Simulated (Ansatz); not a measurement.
# GaN: levels of theory, part 2 of 2

Aim: for GaN, compare levels of theory; the runs are relaxing the atoms and single point.

Ansatz 0.2.0; DFT PBE, scalar-relativistic, plane waves, PAW, and further levels as typed in the inputs. Earlier steps stand in the parts before.

### Step 4. Relaxing the atoms: LDA

File input.yaml:

```yaml
crystal:
  lattice:
    - [3.189, 0.0, 0.0]
    - [-1.5945, 2.76175501, 0.0]
    - [0.0, 0.0, 5.15389]
  atoms:
    - { symbol: Ga, position: [0.3333333333, 0.6666666667, 0.0] }
    - { symbol: Ga, position: [0.6666666667, 0.3333333333, 0.5] }
    - { symbol: "N", position: [0.3333333333, 0.6666666667, 0.377] }
    - { symbol: "N", position: [0.6666666667, 0.3333333333, 0.877] }
scf:
  occupations: { method: gaussian, width: 0.05 }
output:
  forces: true
  stress: true
hamiltonian:
  xc: lda
kpoints:
  mp_grid: { grid: [8, 8, 5] }
relax:
  f_tol: 0.003
```

Run with:

```
> ansatz run input.yaml --threads 4 --pin off --max-ram 10240MiB --backend cpu --events-out ev --progress --plain --runs-dir out
```

What it wrote (excerpt; [...] marks lines left out):

```text
Warning: output.stress: scf.convergence.dr2_threshold = 9e-9 eV (the default of a walk held to its f_tol) is looser than the 4e-10 eV advised for a printed stress (1e-10 eV for each atom of the cell: 4). What an SCF threshold leaves in a stress goes as its square root, and in the free [...]
Warning: RAYON_NUM_THREADS=4 ignored (pool sized by the plan → 4); use --threads N
[...]
Pseudopotentials: kind: paw
Pseudopotential: Ga, paw, valence charge 13, recommended cutoff 420 eV (normal), Ga.paw.azcp
Pseudopotential: N, paw, valence charge 5, recommended cutoff 420 eV (normal), N.paw.azcp
Functional definition: SPW92
[...]
Crystal: 4 atoms, lattice volume = 45.392 Å³
Basis set: ecut = 420 eV, 905 PW (Γ)
Bands: 22, of which v1, the nominal top of the filled ones, is band 18 counted from 1 (17 counted from 0)
Symmetry: 12 space group operations
Space group: P63mc (ITA 186), of the structure as read, at distance tolerance 3.6e-5 Å
k-points: 30 of 320 (time reversal used)
[...]
SCF converged after 2 iterations
Free energy (F): -8164.167689 eV
[...]
E sigma→0 (E₀):  -8164.167689 eV
Fermi energy:    10.401915 eV
[...]
--- Forces (eV/Å), atoms counted from 1 ---
  atom   1  Ga     0.00000000    -0.00000000    -0.00052165
  atom   2  Ga    -0.00000000     0.00000000    -0.00052165
  atom   3  N     -0.00000000    -0.00000000     0.00053395
  atom   4  N      0.00000000     0.00000000     0.00053395
[...]
--- Stress (GPa, compression-positive) ---
       -5.913925       0.000000       0.000000
        0.000000      -5.913925       0.000000
        0.000000       0.000000      -3.359471
  P = ⅓ Tr σ = -5.0624 GPa (-50.624 kbar)
--- Relaxed structure (4 steps of the walk, 4 accepted, 0 SCFs on fresh bases) ---
  F+E_penalty+E_count = -8164.16768903 eV   max|allowed force component| = 5.278e-4 eV/Å
  atoms:
    - { symbol: Ga, position: [0.33333333333333326, 0.6666666666666665, -0.00042968444302400794] }
    - { symbol: Ga, position: [0.6666666666666665, 0.33333333333333326, 0.49957031555697595] }
    - { symbol: N, position: [0.33333333333333326, 0.6666666666666665, 0.37742968444302405] }
    - { symbol: N, position: [0.6666666666666665, 0.33333333333333326, 0.8774296844430242] }
```

Wall time 2.7 s (4 threads of Intel Xeon Platinum 8259CL at 2.50GHz (Skylake/Cascade Lake), shared host); peak memory 0.41 GiB.

The steps of the relaxation:

| step | energy from step 1 (eV/cell) | largest force component (eV/Å) |
| --- | --- | --- |
| 1 | 0.0000 | 0.0523 |
| 2 | -0.0001 | 0.0370 |
| 3 | -0.0002 | 0.0005 |
| 4 | -0.0002 | 0.0005 |

Step 1 is the start.

### Step 5. Single point

It takes the final geometry of step 4.

File input.yaml:

```yaml
crystal:
  lattice:
    - [3.1889999985, 0.0, 0.0]
    - [-1.5944999992, 2.7617550113, 0.0]
    - [0.0, 0.0, 5.15389]
  atoms:
    - { symbol: Ga, position: [0.3333333333, 0.6666666667, -0.0004296844] }
    - { symbol: Ga, position: [0.6666666667, 0.3333333333, 0.4995703156] }
    - { symbol: "N", position: [0.3333333333, 0.6666666667, 0.3774296844] }
    - { symbol: "N", position: [0.6666666667, 0.3333333333, 0.8774296844] }
scf:
  occupations: { method: gaussian, width: 0.03 }
output:
  eigenstates: { kpoints: [[0, 0, 0]] }
hamiltonian:
  xc: lda
kpoints:
  mp_grid: { grid: [8, 8, 5] }
```

Run with:

```
> ansatz run input.yaml --threads 4 --pin off --max-ram 10240MiB --backend cpu --events-out ev --progress --plain --runs-dir out
```

What it wrote (excerpt; [...] marks lines left out):

```text
Warning: RAYON_NUM_THREADS=4 ignored (pool sized by the plan → 4); use --threads N
[...]
[... 4 set-up lines as earlier in the session ...]
[...]
Crystal: 4 atoms, lattice volume = 45.392 Å³
Basis set: ecut = 420 eV, 905 PW (Γ)
Bands: 22, of which v1, the nominal top of the filled ones, is band 18 counted from 1 (17 counted from 0)
[... 2 set-up lines as earlier in the session ...]
k-points: 30 of 320 (time reversal used)
[...]
SCF iter   1: F=—  HF=-8164.191170 eV  |F-HF|=—  |Δ(HF+E_count)|=         —  Δρ=1.35e-2  dr2=7.97e-2  ethr=1.77e-3  ⟨swp⟩=5.1  Hψ=2660  notcnv=0
[...]
SCF iter   6: F=-8164.167689 eV  HF=-8164.167689 eV  |F-HF|=4.25e-9  |Δ(HF+E_count)|=   1.22e-6  Δρ=1.21e-5  dr2=7.54e-8  ethr=2.78e-10  ⟨swp⟩=1.5  Hψ=2068  notcnv=0
[...]
NSCF: frozen V_eff on 1 k-points
SCF converged after 6 iterations
Free energy (F): -8164.167689 eV
[...]
E sigma→0 (E₀):  -8164.167689 eV
Fermi energy:    10.401867 eV
[...]
--- Band table (eV; the first three rows and the last of 30) ---
  k-point 0: bands = ["-6.4836", "-5.6126", "-4.1640", "-4.1505", "-4.1505", "-4.0883", "-4.0883", "-3.8991", "-3.8991", "-3.7966", "-3.7966", "-2.3790", "2.2814", "8.3353", "8.3353", "9.4105", "9.4105", "9.4128", "11.3909", "13.5288", "18.5578", "19.1048"]
[...]
```

It took 1.1 s on 4 threads of Intel Xeon Platinum 8259CL at 2.50GHz (Skylake/Cascade Lake), shared host; peak memory 0.4 GiB.

### Step 6. Relaxing the atoms: r2SCAN

File input.yaml:

```yaml
crystal:
  lattice:
    - [3.189, 0.0, 0.0]
    - [-1.5945, 2.76175501, 0.0]
    - [0.0, 0.0, 5.15389]
  atoms:
    - { symbol: Ga, position: [0.3333333333, 0.6666666667, 0.0] }
    - { symbol: Ga, position: [0.6666666667, 0.3333333333, 0.5] }
    - { symbol: "N", position: [0.3333333333, 0.6666666667, 0.377] }
    - { symbol: "N", position: [0.6666666667, 0.3333333333, 0.877] }
scf:
  occupations: { method: gaussian, width: 0.05 }
output:
  forces: true
  stress: true
hamiltonian:
  xc: r2scan
kpoints:
  mp_grid: { grid: [8, 8, 5] }
relax:
  f_tol: 0.003
```

Run with:

```
> ansatz run input.yaml --threads 4 --pin off --max-ram 10240MiB --backend cpu --events-out ev --progress --plain --runs-dir out
```

What it wrote (excerpt; [...] marks lines left out):

```text
Warning: output.stress: scf.convergence.dr2_threshold = 9e-9 eV (the default of a walk held to its f_tol) is looser than the 4e-10 eV advised for a printed stress (1e-10 eV for each atom of the cell: 4). What an SCF threshold leaves in a stress goes as its square root, and in the free [...]
Warning: RAYON_NUM_THREADS=4 ignored (pool sized by the plan → 4); use --threads N
[...]
[... 1 set-up line as earlier in the session ...]
Pseudopotential: Ga, paw, valence charge 13, recommended cutoff 500 eV (meta_gga), Ga.paw.azcp
Pseudopotential: N, paw, valence charge 5, recommended cutoff 500 eV (meta_gga), N.paw.azcp
Functional definition: r2SCAN
[...]
Crystal: 4 atoms, lattice volume = 45.392 Å³
Basis set: ecut = 500 eV, 1117 PW (Γ), exchange–correlation on 96×96×160 points (64 copies of the dense FFT grid, shifted against one another)
Bands: 22, of which v1, the nominal top of the filled ones, is band 18 counted from 1 (17 counted from 0)
[... 2 set-up lines as earlier in the session ...]
[...]
SCF converged after 2 iterations
Free energy (F): -8352.772304 eV
[...]
E sigma→0 (E₀):  -8352.772304 eV
Fermi energy:    10.703361 eV
[...]
--- Forces (eV/Å), atoms counted from 1 ---
  atom   1  Ga     0.00000000    -0.00000000    -0.00110906
  atom   2  Ga     0.00000000     0.00000000    -0.00110906
  atom   3  N     -0.00000000    -0.00000000     0.00109571
  atom   4  N      0.00000000     0.00000000     0.00109571
[...]
--- Stress (GPa, compression-positive) ---
       -0.367487       0.000000       0.000000
        0.000000      -0.367487       0.000000
        0.000000       0.000000       1.943765
  P = ⅓ Tr σ = 0.4029 GPa (4.029 kbar)
--- Relaxed structure (4 steps of the walk, 4 accepted, 0 SCFs on fresh bases) ---
  F+E_penalty+E_count = -8352.77230408 eV   max|allowed force component| = 1.106e-3 eV/Å
  atoms:
    - { symbol: Ga, position: [0.33333333333333326, 0.6666666666666665, -0.0005075268925042114] }
    - { symbol: Ga, position: [0.6666666666666665, 0.33333333333333326, 0.49949247310749584] }
    - { symbol: N, position: [0.33333333333333326, 0.6666666666666665, 0.3775075268925042] }
    - { symbol: N, position: [0.6666666666666665, 0.33333333333333326, 0.8775075268925042] }
```

Wall time 6.3 s (4 threads of Intel Xeon Platinum 8259CL at 2.50GHz (Skylake/Cascade Lake), shared host); peak memory 0.53 GiB.

Relaxation path:

```csv
step,energy from step 1 (eV/cell),largest force component (eV/Å)
1,0.0000,0.0660
2,-0.0002,0.0454
3,-0.0003,0.0010
4,-0.0003,0.0011
```

Step 1 is the start.

### Step 7. Single point

It takes the final geometry of step 6.

File input.yaml:

```yaml
crystal:
  lattice:
    - [3.1889999985, 0.0, 0.0]
    - [-1.5944999992, 2.7617550113, 0.0]
    - [0.0, 0.0, 5.15389]
  atoms:
    - { symbol: Ga, position: [0.3333333333, 0.6666666667, -0.0005075269] }
    - { symbol: Ga, position: [0.6666666667, 0.3333333333, 0.4994924731] }
    - { symbol: "N", position: [0.3333333333, 0.6666666667, 0.3775075269] }
    - { symbol: "N", position: [0.6666666667, 0.3333333333, 0.8775075269] }
scf:
  occupations: { method: gaussian, width: 0.03 }
output:
  eigenstates: { kpoints: [[0, 0, 0]] }
hamiltonian:
  xc: r2scan
kpoints:
  mp_grid: { grid: [8, 8, 5] }
```

Run with:

```
> ansatz run input.yaml --threads 4 --pin off --max-ram 10240MiB --backend cpu --events-out ev --progress --plain --runs-dir out
```

What it wrote (excerpt; [...] marks lines left out):

```text
[...]
NSCF: frozen V_eff on 1 k-points
SCF converged after 8 iterations
Free energy (F): -8352.772304 eV
[...]
E sigma→0 (E₀):  -8352.772304 eV
Fermi energy:    10.703443 eV
[...]
--- Band table (eV; the first three rows and the last of 30) ---
  k-point 0: bands = ["-7.3104", "-6.3210", "-4.3718", "-4.3582", "-4.3582", "-4.2896", "-4.2896", "-4.0790", "-4.0790", "-3.9788", "-3.9788", "-2.8120", "2.3425", "8.4119", "8.4119", "9.5036", "9.5036", "9.5119", "11.8949", "14.2817", "19.5615", "20.0603"]
[...]
```

It took 2.5 s on 4 threads of Intel Xeon Platinum 8259CL at 2.50GHz (Skylake/Cascade Lake), shared host; peak memory 0.48 GiB.

### Step 8. Summary of results

What follows sums up all 2 parts.

```
step   level  volume (Å³/atom)  pressure (GPa)  energy above the lowest (meV/atom)  gap on the mesh (eV)  gap less the measured one (eV)   time
   2     PBE             11.35             6.6                                 0.0                   n/a                             n/a  3.1 s
   3     PBE             11.35             n/a                                 0.0                  1.97                           -1.54  1.1 s
   4     LDA             11.35            -5.1                                 0.0                   n/a                             n/a  2.7 s
   5     LDA             11.35             n/a                                 0.0                  1.98                           -1.52  1.1 s
   6  r2SCAN             11.35             0.4                                 0.0                   n/a                             n/a  6.3 s
   7  r2SCAN             11.35             n/a                                 0.0                  2.38                           -1.12  2.5 s
```

Energies compare only among runs of one formula, size, charge, level and basis; each such set counts from its lowest member.

The measured gap used in the table is 3.503 eV (direct; quoted in “Studying electronic properties in GaN without electrical contacts using γ-γ vs e−-γ Perturbed Angular Correlations”, 2019, pmc:6823545); excitons, temperature and zero-point motion are not in these runs. Spin polarisation is off in the runs that give these values; a magnetic solution could lie lower.

These are semilocal Kohn-Sham gaps, which aren't the measured quantity. Such gaps usually fall short of the measured ones.
